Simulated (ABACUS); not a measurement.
Runs of ABACUS 3.10.1 on HgTe (Coloradoite). Symmetry: F-43m, No. 216, cubic system. The conventional cell has a = 6.429 Å, b = 6.429 Å, c = 6.429 Å, α = 90.00°, β = 90.00°, γ = 90.00°. Hg (site symmetry -43m) is surrounded by 4 Te at 2.78 Å. Te (site symmetry -43m) is surrounded by 4 Hg at 2.78 Å. 

| task | level | potentials or basis | k mesh | cutoff (eV) | SCF threshold on the density | eigensolver | symmetry key | share of exact exchange | screening of the exchange | mesh quality | gap on the mesh (eV) | pressure (GPa) |
| --- | --- | --- | --- | --- | --- | --- | --- | --- | --- | --- | --- | --- |
| single point | PBEsol | SG15 ONCV 1.2 PBE, plane waves | 7 × 7 × 7 | 1129 | 1e-08 | dav | 1 | - | - | not flagged | none | (a) |
| single point | r2SCAN | SG15 ONCV 1.2 PBE, plane waves | 4 × 4 × 4 | 1306 | 1e-08 | dav | 1 | - | - | coarse | none | 3.0 |
| single point | PBE | SG15 ONCV 1.2 PBE, DZP LCAO (the cutoffs set its grid) | 3 × 3 × 3 | 1361 | 1e-07 | genelpa | 1 | - | - | coarse | none | 7.1 |
| single point | HSE-type (share 0.1, screening 0.11/bohr) | SG15 ONCV 1.2 PBE, DZP LCAO (the cutoffs set its grid) | 3 × 3 × 3 | 1361 | 1e-07 | genelpa | 1 | 0.1 | 0.11 1/bohr | coarse | none | - |
| single point | HSE-type (share 0.4, screening 0.11/bohr) | SG15 ONCV 1.2 PBE, DZP LCAO (the cutoffs set its grid) | 3 × 3 × 3 | 1361 | 1e-07 | genelpa | 1 | 0.4 | 0.11 1/bohr | coarse | 0.80 | - |

Alike in all rows: no spin polarisation; cell as given; smearing fermi-dirac 0.05 eV.

Question: Fill in the values left out.

Answer: (a) 1.7.

Caveats: some runs use coarse meshes; the potentials were made for another functional, which shifts forces and pressure (some runs); the atomic orbitals were generated for these runs and aren't a published set (some runs); the basis of atomic orbitals isn't converged, which shifts pressures, moduli and gaps (some runs); gaps of hybrids in this basis differ from plane-wave ones by up to 0.1 eV (some runs); spin-orbit coupling is left out, which moves the levels of the heavy elements (some runs).

A k mesh can miss the band edges, and the runs leave out spin-orbit coupling on Hg, Te.

A gap of «none» marks a metal or a gap under the smearing width.
